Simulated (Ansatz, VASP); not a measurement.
## Sb: VASP beside Ansatz

```
CELL_PARAMETERS angstrom
3.17269 0.00000 0.00144
0.00000 4.48435 0.00000
-0.00772 0.00000 4.32722
ATOMIC_POSITIONS crystal
Sb 0.00003 0.75000 0.74996
Sb 0.99997 0.25000 0.25004
```

Change from the starting cell: biaxial strain in the a-b plane, c and atoms relaxed: +2.0 %.

Alike in both runs: functional PBE; k mesh 14 × 10 × 10; occupations gaussian, width 0.1 eV; no spin polarisation.

Ansatz relaxed the structure, and its values are those at the end. VASP's run is a single point on that final structure, the one shown.

|  | VASP | Ansatz |
| --- | --- | --- |
| version | VASP 6.6.1 | Ansatz 0.2.0 |
| potentials or method | VASP PAW PBE potentials, release 64 (Sb) | scalar-relativistic, plane waves, PAW |
| plane-wave cutoff (eV) | 520 | 420 |
| valence electrons in the cell | 10 | 30 |

|  | VASP | Ansatz | Ansatz less VASP |
| --- | --- | --- | --- |
| gap on the k mesh at the Fermi level (eV) | none | none | - |
| pressure (GPa) | -1.3 | -1.2 | +0.04 |

A gap of «none» marks a metal or a gap that the smearing closes. The functional is the same, so the differences come from potentials, cutoffs and numerics. The two sets of potentials don't hold the same shells in valence.

Spin-orbit coupling is left out, which matters for the levels of Sb.
